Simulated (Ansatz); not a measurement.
Runs of Ansatz 0.2.0 on Ti. It takes space group Fm-3m (No. 225, cubic). Conventional cell: a = 4.060 Å, b = 4.060 Å, c = 4.060 Å, α = 90.00°, β = 90.00°, γ = 90.00°. Around Ti (site symmetry m-3m) lie 12 Ti at 2.87 Å. This isn't the form of Ti at room conditions, which is hcp.

| task | level | potentials or basis | U | cell | k mesh | cutoff (eV) | smearing | hubbard projectors | double counting | broadening | other keys | mesh quality | gap on the mesh (eV) | pressure (GPa) |
| --- | --- | --- | --- | --- | --- | --- | --- | --- | --- | --- | --- | --- | --- | --- |
| density of states | revPBE+D3(BJ)+U | PseudoDojo stringent (PBEsol files) | Ti d U = 3.0 eV | as given | 11 × 11 × 11 | 1143 | tetrahedron | atomic | fll (the default) | - | hamiltonian.xc = revpbe | not flagged | none | 1.1 |
| ladder of functionals | LDA | JTH PAW LDA | - | volume scaled by 1.15 | 11 × 11 × 11 | 1230 | methfessel-paxton 0.15 eV | - | - | - | scf.initial_density.chi_scale = 0.3 | not flagged | none | (a) |
| optical spectrum | LDA | Ansatz PAW | - | volume scaled by 0.96 | 11 × 11 × 11 | 420 | gaussian 0.15 eV | - | - | 0.05 eV | - | not flagged | none | - |
| Wannier functions | rPW86-PBE+rVV10 | Ansatz PAW earlier set | - | as given | 11 × 11 × 11 | 740 | gaussian 0.05 eV | - | - | - | scf.initial_density.chi_scale = 0.3; … | not flagged | none | - |
| single point | HSE03 | Ansatz PAW earlier set | - | volume scaled by 1.15 | 7 × 7 × 7 | 740 | gaussian 0.01 eV | - | - | - | - | coarse | none | -10.2 |

Alike in all rows: no spin polarisation.

**Question.** Fill in the values left out.

**Answer.** (a) -16.2.

Caveats: some runs use coarse meshes; the PAW data sets come from PBE, with cores solved anew for the run's functional, which leaves a small shift of forces and pressure (some runs); pairwise dispersion overbinds metals, which lowers pressure and volume (some runs); the potentials were made for another functional, which shifts forces and pressure (some runs); U without spin polarisation on a metal has little footing (some runs); the U is typed as a test and isn't derived for this compound (some runs); with tetrahedron occupations forces and stress needn't match the slope of the energy (some runs); spectra need much finer meshes, so this one isn't converged (some runs).

A gap of «none» marks a metal or a gap under the smearing width.

Runs at the PBE level aren't shown here.
